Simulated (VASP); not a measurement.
**Results of a VASP single-point calculation on GaN (zincblende)**

POSCAR

```
Ga N
 1.0000000000000000
     0.0000000000000000    2.2489525470600347    2.2489525470600347
     2.2489525470600347    0.0000000000000000    2.2489525470600347
     2.2489525470600347    2.2489525470600347    0.0000000000000000
 Ga  N
   1   1
Cartesian
  0.0000000000000000 -0.0000000000000000 -0.0000000000000000
  1.1244762735300171  1.1244762735300171  1.1244762735300171
```

```json
{
 "gap between bands v and c": "1.76 eV",
 "least direct gap": "1.76 eV"
}
```

Band v is the last that the valence electrons fill when counted band by band, and c is the next. Levels in eV from the top of v:

| point | v−1 | v | c | c+1 |
| --- | --- | --- | --- | --- |
| Γ | 0.00 | 0.00 | 1.76 | 1.76 |
| X | -2.71 | -2.71 | 3.35 | 3.35 |
| W | -3.68 | -3.64 | 6.23 | 6.24 |
| K | -2.19 | -2.19 | 5.00 | 5.00 |
| L | -0.97 | -0.97 | 4.68 | 4.68 |

Problem. Which of these levels of theory gave these results?
A. PBE with spin–orbit coupling
B. PBE
C. PBEsol
D. PBE0
E. r²SCAN
F. HSE06
G. LDA

Solution. A.

The INCAR was:

```
GGA_COMPAT = .FALSE.
ISMEAR = 0
EDIFF = 1E-7
ISIF = 2
LREAL = .FALSE.
MAGMOM = 0.0 0.0 0.0 0.0 0.0 0.0
LSORBIT = .TRUE.
LCHARG = .FALSE.
SIGMA = 0.01
NBANDS = 29
NSW = 0
NELM = 120
IBRION = -1
GGA = PE
PREC = Accurate
LASPH = .TRUE.
ENCUT = 520
LWAVE = .FALSE.
```
